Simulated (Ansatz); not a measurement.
## CuI (Marshite): a many-body input that goes wrong, and its mend

What is wrong with this input for CuI (Marshite)?

Method: G0W0 on PBE, plane waves, PAW, in Ansatz 0.2.0.

The database entry behind the starting cell differs from later determinations by our own check (about 0.15 % long (mineral sample)), so it need not match the best structure at ambient conditions.

In doubt: one-shot GW on d or f shells is unsure, so the values of those runs are not to be relied on.

## Step 1: The starting structure

It takes space group F-43m (No. 216, cubic). Conventional cell: a = 6.063 Å, b = 6.063 Å, c = 6.063 Å, α = 90.00°, β = 90.00°, γ = 90.00°. Nearest to Cu lie 4 I at 2.63 Å. I has 4 Cu at 2.63 Å nearest. Farther neighbours and most contacts between anions are not listed.

Structure file:

```cif
data_structure
_symmetry_space_group_name_H-M 'P 1'
_symmetry_Int_Tables_number 1
_cell_length_a 4.2872
_cell_length_b 4.2872
_cell_length_c 4.2872
_cell_angle_alpha 60.000
_cell_angle_beta 60.000
_cell_angle_gamma 60.000
_cell_volume 55.72
loop_
_atom_site_label
_atom_site_type_symbol
_atom_site_fract_x
_atom_site_fract_y
_atom_site_fract_z
_atom_site_occupancy
Cu1 Cu 0.25000 0.25000 0.25000 1
I2 I 0.00000 0.00000 0.00000 1
```

The cell and positions come from the Crystallography Open Database and are kept as given unless a step says otherwise. Spin-orbit coupling is left out unless a step names it. The default PAW set here is soft_2. Its files were made with PBE.

## Step 2: First try

File input.yaml:

```yaml
crystal:
  lattice:
    - [0.0, 3.0315, 3.0315]
    - [3.0315, 0.0, 3.0315]
    - [3.0315, 3.0315, 0.0]
  atoms:
    - { symbol: Cu, position: [0.25, 0.25, 0.25] }
    - { symbol: I, position: [0.0, 0.0, 0.0] }
kpoints:
  mp_grid: { grid: [4, 4, 4] }
hamiltonian:
  xc: pbe
scf:
  occupations: { method: fixed }
gw:
  n_empty_bands: 4
  ecut_chi: 40
  qp_bands: [v2, c2]
  qp_kpoints: band_edges
  screening: { model: contour_deformation }
```

Launch:

```
ansatz run input.yaml --threads 3 --pin off --max-ram 92160MiB --backend cuda --events-out ev --progress --plain --runs-dir out --devices 1 --max-vram 13GiB  # rebuilt from the run's record
```

Numbers of over 12 decimals in the logs are rounded to 6 here.

The program printed:

```text
GPUs: using 1 of 1 available (devices: 1).
Engine: ansatz 0.2.0, x86_64-unknown-linux-gnu
Pseudopotentials: kind: paw
Pseudopotential: Cu, paw, valence charge 19, recommended cutoff 420 eV (normal), Cu.paw.azcp
Pseudopotential: I, paw, valence charge 17, recommended cutoff 420 eV (normal), I.paw.azcp
Functional definition: PBE
  parameter kappa = 0.804
  parameter beta = 0.066725
  exchange = pbe_x(kappa = kappa, mu = beta*pi^2/3)
  correlation = pbe_c(beta = beta)
device memory: the entry about to start is reckoned to put 1.0 GiB on a device that reports 67.7 GiB free (of which the cap on the GPU budget leaves the run 13.0 GiB)
GPU FFT provider: cuFFT
GPU libraries: cuBLAS 13.8.2, cuFFT 12.4.0, cuSOLVER 12.3.4
Crystal: 2 atoms, lattice volume = 55.719 Å³
Basis set: ecut = 420 eV, 1067 PW (Γ)
Bands: 22, of which v1, the nominal top of the filled ones, is band 18 counted from 1 (17 counted from 0)
Symmetry: 24 space group operations
Space group: F-43m (ITA 216), of the structure as read, at distance tolerance 3.8e-5 Å
k-points: 8 of 64 (time reversal used)
Non-local potential: Cu, projectors of the file, l = 0: 3, l = 1: 2, l = 2: 3, l = 3: 1
Non-local potential: I, projectors of the file, l = 0: 2, l = 1: 2, l = 2: 2, l = 3: 2
PAW form: soft (Blöchl's): semilocal exchange-correlation on the pseudo side does not see the compensation charge
PAW one-centre angular grid: Cu, 590 points (default); XC on 64 Gauss nodes
PAW one-centre angular grid: I, 590 points (default); XC on 64 Gauss nodes
Initial density: superposition of atomic densities (neutral atoms: chi_scale 0, normalization atom), corrected by the library's trained network
Initial wavefunctions: pseudopotential atomic-orbital guess
GPU buffer pool allocated for 27000 grid points (all kernels)
GPU transforms: local potential and band sums: pruned to the plane-wave sphere, on 30×30×30
Functional: x = pbe(κ = 0.804, μ = 0.219515), c = pbe(β = 0.066725)
SCF iter   1: F=—  HF=-14138.331842 eV  |F-HF|=—  |Δ(HF+E_count)|=         —  Δρ=1.70e-3  dr2=9.33e-4  ethr=1.77e-3  ⟨swp⟩=5.0  Hψ=719  notcnv=0  defer=11
preconditioner: auto → none  [insulator: Δε(μ)=1.133 eV  Ē_g=8.933 eV  n_scr=14 (ndim 8)  ℏωp=21.1 eV  f_vac=0.179  ε∞_Penn≈6.6]
SCF iter   2: F=—  HF=-14138.332143 eV  |F-HF|=—  |Δ(HF+E_count)|=   3.01e-4  Δρ=2.39e-3  dr2=1.97e-3  ethr=2.59e-6  ⟨swp⟩=3.0  Hψ=432  notcnv=0  defer=12
SCF iter   3: F=—  HF=-14138.331666 eV  |F-HF|=—  |Δ(HF+E_count)|=   4.77e-4  Δρ=2.16e-4  dr2=1.70e-5  ethr=2.59e-6  ⟨swp⟩=2.0  Hψ=323  notcnv=0  defer=12
SCF iter   4: F=—  HF=-14138.331683 eV  |F-HF|=—  |Δ(HF+E_count)|=   1.73e-5  Δρ=8.13e-5  dr2=1.52e-6  ethr=4.71e-8  ⟨swp⟩=2.0  Hψ=247  notcnv=0  defer=12
SCF iter   5: F=—  HF=-14138.331691 eV  |F-HF|=—  |Δ(HF+E_count)|=   7.81e-6  Δρ=1.96e-5  dr2=1.11e-7  ethr=4.23e-9  ⟨swp⟩=2.0  Hψ=248  notcnv=0  defer=12
SCF iter   6: F=-14138.331692 eV  HF=-14138.331692 eV  |F-HF|=3.43e-8  |Δ(HF+E_count)|=   6.14e-7  Δρ=3.63e-6  dr2=6.50e-9  ethr=2.78e-10  ⟨swp⟩=6.1  Hψ=630  notcnv=0
SCF 1 converged in 6 iterations: F = -14138.331692 eV  dr2 = 6.50e-9
[...]
device memory: the entry about to start is reckoned to put 1.6 GiB on a device that reports 66.5 GiB free (of which the cap on the GPU budget leaves the run 13.0 GiB)
NSCF: frozen V_eff on 8 k-points
[...]
device memory: the entry about to start is reckoned to put 1.0 GiB on a device that reports 66.1 GiB free (of which the cap on the GPU budget leaves the run 13.0 GiB)
NSCF: frozen V_eff on 8 k-points
G₀W₀ screening: q 1/8
[... further progress lines ...]
device memory: the entry about to start is reckoned to put 0.3 GiB on a device that reports 62.2 GiB free (of which the cap on the GPU budget leaves the run 13.0 GiB)
NSCF: frozen V_eff on 1 k-points
SCF converged after 6 iterations
Free energy (F): -14138.331692 eV
Harris-Foulkes:  -14138.331692 eV  (|F-HF|=3.43e-8)
Internal energy: -14138.331692 eV  (E = F + TS)
E sigma→0 (E₀):  -14138.331692 eV
Fermi energy:    8.168152 eV
--- Per-component energies (eV) ---
  E_band       = -866.848457
  E_kinetic    = 489.561906
  E_local      = -7623.522030  (includes V_loc(G=0)·N_el)
  E_nonlocal   = 313.961243
  E_hartree    = 3543.703846
  E_xc         = -215.231323
  E_vxc        = -241.041692  (∫ρ·V_xc dr)
  E_paw        = -6492.674180  (= ΣΔE_a)
  E_vpaw       = -893.221270  (= ΣTr[D̂ρ^β])
  E_aug_tail   = 0.000298  (compensation charges beyond the density's cutoff)
  E_ewald      = -4154.131452
  E_smearing   = -0.000000  (= −TS)
  E_closure    = -0.000000  (closes the sum)
  Σ components = -14138.331692   (vs F -14138.331692, Δ=0.00e0)
--- Band table (eV; the first three rows and the last of 8) ---
  k-point 0: bands = [... 14 lower, 6.3142, 8.1682, 8.1682, 8.1682, 9.2866, 13.0372, 13.0372, 13.0372]
  k-point 1: bands = [... 14 lower, 6.3052, 6.8932, 7.7964, 7.7964, 10.4191, 13.5934, 13.5934, 13.6378]
  k-point 2: bands = [... 14 lower, 6.3428, 6.3878, 7.4574, 7.4574, 10.3047, 13.5813, 13.5813, 15.5510]
  k-point 7: bands = [... 14 lower, 6.2657, 6.3973, 6.5665, 6.9083, 12.6499, 12.8188, 14.1741, 14.5533]
--- G₀W₀: contour deformation, 7 samples at zero and on the imaginary axis and 2 off it, 64 q-points, 4 empty bands' worth ---
  eigenvalues of the whole cell's RPA ε∞ on this k-mesh (on a slab, of 1 + 4πα/V) = 9.1796, 9.1796, 9.1796; static W/v taken at q = 0 is 0.108937
  bands read: the sum over 22 bands ends inside a degenerate multiplet in 1 slot, whose members it reads at an even weight; the widest, k=6: bands 22 to 23 (counted from 1) at 1/2 each
  gw.qp_kpoints: band_edges: 6 of 8 stored k-points solved, in 1 pass; an edge of the gap read off the rows below is read off those points alone
    valence top: of the k-points left out ik 5 came nearest to being solved in a further pass, in band 18 (counted from 1, as in the quasiparticle table): it holds the edge there only if its correction is more favourable than any solved in that band by at least 0.681 eV; those differ by 0.538 eV
    conduction bottom: of the k-points left out ik 5 came nearest to being solved in a further pass, in band 19 (counted from 1, as in the quasiparticle table): it holds the edge there only if its correction is more favourable than any solved in that band by at least 1.478 eV; those differ by 0.947 eV
  `?` marks the rows in doubt; gw_qp.tsv's column doubts and the gw_qp event give each row's grounds
    ik  band        ε_KS         Σx   Σc(E_QP)       V_xc       Z   E_QP_lin       E_QP  E_QP is
     0    17      8.1682   -35.9175     5.2309   -29.8332  0.6928     7.2465     7.3148  root ?
     0    18      8.1682   -35.9175     5.2309   -29.8332  0.6928     7.2465     7.3148  root ?
     0    19      9.2866    -8.0614    -2.7110   -12.5033  0.7824    10.9623    11.0175  root
     0    20     13.0372    -6.6460    -2.6195   -11.1429  0.7730    14.8831    14.9145  root
     1    17      7.7964   -36.2722     5.5601   -29.7974  0.6803     6.7893     6.8817  root ?
     1    18      7.7964   -36.2722     5.5601   -29.7974  0.6803     6.7893     6.8817  root ?
     1    19     10.4191    -8.1077    -2.6872   -12.6165  0.7795    12.2033    12.2407  root
     1    20     13.5934    -7.1787    -2.7123   -11.7666  0.7659    15.4459    15.4690  root
     2    17      7.4574   -36.5063     5.8752   -29.6781  0.6687     6.3902     6.5045  root ?
     2    18      7.4574   -36.5063     5.8752   -29.6781  0.6687     6.3902     6.5045  root ?
     2    19     10.3047    -8.7429    -2.5617   -13.0086  0.7782    11.9550    12.0087  root
     2    20     13.5813    -7.7807    -2.5888   -12.1337  0.7689    15.3196    15.3455  root
     3    17      7.2875   -37.8565     6.2565   -30.5959  0.6560     6.1260     6.2834  root ?
     3    18      7.2875   -37.8565     6.2565   -30.5959  0.6560     6.1260     6.2834  root ?
     3    19     11.3652    -9.9749    -2.5819   -14.3993  0.7702    13.1830    13.2077  root
     3    20     11.5544    -6.6479    -2.4822   -10.6259  0.7857    12.9771    13.0503  root
     4    17      6.8961   -41.6042     6.9681   -33.2450  0.6273     5.5260     5.5050  root
     4    18      7.0292   -39.0851     6.4679   -31.3109  0.6420     5.7803     5.7229  root
     4    19     11.3383    -9.3202    -2.4261   -13.3302  0.7761    12.8617    12.9222  root
     4    20     12.7956    -8.6009    -2.7164   -13.0751  0.7650    14.5239    14.5532  root
     6    17      6.6693   -41.6485     7.3041   -32.9531  0.6155     5.2860     5.2780  root
     6    18      6.6693   -41.6485     7.3041   -32.9531  0.6155     5.2860     5.2780  root
     6    19     10.8735    -9.4132    -2.2926   -12.6009  0.7813    11.8498    11.7686  root ?
     6    20     11.0618   -10.8944    -2.2181   -14.6263  0.7733    12.5001    12.5756  root
```

It took 4.8 s on 1 × NVIDIA H100 80GB HBM3 (shared by 6 runs) with 3 threads of AMD EPYC 7R13 (Zen 3), shared host; peak memory 1 GiB; 4.6 s of CPU time.

Q: What is the fault?

The run ended normally, though the input holds a fault or crude settings.

The fault: four empty bands in G0W0. The sums over empty states are cut off almost at the gap, so screening and correlation are far from complete.

It printed a gap of 3.70 eV, which is an artefact of the settings.

## Step 3: A better input

G0W0 replaces the xc potential by the self-energy, built once from these orbitals. Only a window of levels is corrected, while the sums run over the empty bands that the input names.

Edit input.yaml of step 2 so:

```diff
@@ -15,4 +15,4 @@
 gw:
-  n_empty_bands: 4
-  ecut_chi: 40
+  n_empty_bands: 166
+  ecut_chi: 120
   qp_bands: [v2, c2]
```

The program printed:

```text
GPUs: using 1 of 1 available (devices: 1).
[...]
GPU FFT provider: cuFFT
GPU libraries: cuBLAS 13.8.2, cuFFT 12.4.0, cuSOLVER 12.3.4
Crystal: 2 atoms, lattice volume = 55.719 Å³
Basis set: ecut = 420 eV, 1067 PW (Γ)
Bands: 22, of which v1, the nominal top of the filled ones, is band 18 counted from 1 (17 counted from 0)
[... 1 set-up line as in the run before ...]
[...]
k-points: 8 of 64 (time reversal used)
[...]
GPU buffer pool allocated for 27000 grid points (all kernels)
[...]
SCF iter   1: F=—  HF=-14138.331842 eV  |F-HF|=—  |Δ(HF+E_count)|=         —  Δρ=1.70e-3  dr2=9.33e-4  ethr=1.77e-3  ⟨swp⟩=5.0  Hψ=719  notcnv=0  defer=11
[...]
SCF iter   6: F=-14138.331692 eV  HF=-14138.331692 eV  |F-HF|=3.43e-8  |Δ(HF+E_count)|=   6.14e-7  Δρ=3.63e-6  dr2=6.50e-9  ethr=2.78e-10  ⟨swp⟩=6.1  Hψ=630  notcnv=0
SCF 1 converged in 6 iterations: F = -14138.331692 eV  dr2 = 6.50e-9
[...]
0    17      8.1682   -35.9175     5.5276   -29.8332  0.7020     7.5953     7.6115  root
     0    18      8.1682   -35.9175     5.5276   -29.8332  0.7020     7.5953     7.6115  root
     0    19      9.2866    -8.0614    -4.1682   -12.5033  0.7730     9.5630     9.5602  root
     0    20     13.0372    -6.6460    -4.2780   -11.1429  0.7534    13.2581    13.2560  root
     1    17      7.7964   -36.2722     5.8925   -29.7974  0.6942     7.1956     7.2142  root
     1    18      7.7964   -36.2722     5.8925   -29.7974  0.6942     7.1956     7.2142  root
     1    19     10.4191    -8.1077    -4.2092   -12.6165  0.7667    10.7223    10.7187  root
     1    20     13.5934    -7.1787    -4.3529   -11.7666  0.7455    13.8307    13.8283  root
[...]
6    17      6.6693   -41.6485     8.0987   -32.9531  0.6500     6.0498     6.0726  root
     6    18      6.6693   -41.6485     8.0987   -32.9531  0.6500     6.0498     6.0726  root
     6    19     10.8735    -9.4132    -3.1485   -12.6009  0.7687    10.9127    10.9126  root
     6    20     11.0618   -10.8944    -3.4688   -14.6263  0.7589    11.3274    11.3248  root
[key lines of the parts left out:]
SCF converged after 6 iterations
Free energy (F): -14138.331692 eV
Fermi energy:    8.168152 eV
```

The job ended after 6.3 s (1 × NVIDIA H100 80GB HBM3 (shared by 6 runs) with 3 threads; peak memory 1.1 GiB).

Numbers from this step:

| Property | Result |
| --- | --- |
| bands summed | 184 |
| RPA ε∞ on this mesh (eigenvalues) | 9.418, 9.418, 9.418 |
| plane waves in the screening matrix | 169 |
| q-points in the mesh | 64 |
| G0W0 gap on the mesh | 1.949 eV |
| k of the valence top | 0, 0, 0 |
| k of the conduction bottom | 0, 0, 0 |
| starting gap on the mesh | 1.118 eV |
| Z at the valence top | 0.7020 |
| Z at the conduction bottom | 0.7730 |
| least direct G0W0 gap on the computed points | 1.949 eV |

The gap on the mesh goes from 1.12 eV to 1.95 eV, a correction of +0.83 eV. Between the two edge states, bare exchange in place of the xc potential would open the gap by 10.53 eV, and correlation takes back 9.70 eV.

## Step 4: What came out

- first try: converged after 4.8 s
- better run: G0W0 gap on the mesh 1.95 eV (4×4×4 mesh, 166 empty bands, screening to 120 eV)

**Reading.** The second run differs in: empty bands and screening cutoff (eV). Bands and cutoff are finite, so the gap is not at the basis limit. The miss can reach some tenths of an eV and take either sign; the mesh is an error of its own. A d shell, filled or nearly so, lies near the gap. One-shot GW converges very slowly in bands there, not always from below, and on a semilocal start the gap tends to come out low; starts rich in exact exchange can overshoot instead. The many-body steps are scalar-relativistic: spin-orbit coupling is not in them.

[Paths, hosts, dates, memory and timing lines, banners, echoed tables and standing remarks are left out of the program output.]

[Logs are printed without paths, hosts, clocks, repeated set-up lines and the standing remarks that a program may print on its own settings, such as how far it seeks lower states.]

[Runs of the session that timed out or met a known fault of the program may be left out.]

[Cells called generated may have been cut or substituted from an entry of the Crystallography Open Database or the Materials Project.]

[Hosts, paths, dates, database ids (printed as entryN), source tags and the programs' standing remarks are cut or masked in the printed files.]
